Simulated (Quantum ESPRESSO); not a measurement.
Sn in Quantum ESPRESSO: convergence with k mesh

Crystal: Sn.

```
Sn
1.0
     0.00000    3.23334    3.23334
     3.23334    0.00000    3.23334
     3.23334    3.23334    0.00000
Sn
2
Cartesian
  4.9199 4.8950 4.8835
  3.2625 3.2161 3.2452
```

This isn't the form of Sn at room conditions, which is tetragonal (white tin).

The cell isn't the ideal one: atoms moved at random, drawn with an rms of 0.05 Å.

| Quantity | Value |
| --- | --- |
| Program | Quantum ESPRESSO 7.5 |
| Task | single point |
| Functional | PBE |
| Potentials or basis | SPMS 1.0 PBE |
| Cutoff | 884 eV |
| Density cutoff | 3537 eV |
| k mesh | 1 × 1 × 1 |
| Occupations | cold, width 0.1 eV |
| Spin | no spin polarisation |

These are the settings of the first run; the series varies k mesh, with any setting tied to it.

Hardware: 1 thread of Arm Neoverse V1 (shared host).

| k mesh | energy less the tightest run, at zero smearing (meV/atom) | pressure (GPa) | largest force (eV/Å) | SCF cycles | CPU time (s) | peak memory (GiB) |
| --- | --- | --- | --- | --- | --- | --- |
| 1 × 1 × 1 | 7890.27 | 64.13 | 1.792 | 16 | 2.9 | 0.05 |
| 2 × 2 × 2 | 1090.48 | 12.52 | 0.178 | 10 | 13 | 0.06 |
| 3 × 3 × 3 | 286.66 | 5.78 | 0.380 | 9 | 20 | 0.07 |
| 4 × 4 × 4 | 92.93 | 4.57 | 0.535 | 8 | 45 | 0.1 |
| 5 × 5 × 5 | 34.67 | 4.15 | 0.587 | 8 | 78 | 0.13 |
| 6 × 6 × 6 | 13.35 | 4.01 | 0.613 | 8 | 140 | 0.19 |
| 7 × 7 × 7 | 4.28 | 4.00 | 0.586 | 8 | 220 | 0.27 |
| 8 × 8 × 8 | 0.00 | 4.00 | 0.580 | 8 | 320 | 0.38 |

Against the tightest run, the pressure stays within 0.1 GPa from 6 × 6 × 6 on. Not settled before the last step: the energy (to 1 meV/atom), the largest force (to 0.005 eV/Å). Meshes of other sizes hit other points, so gaps and Fermi surfaces needn't settle smoothly. The tightest run that finished is the yardstick and may itself not be fully converged.
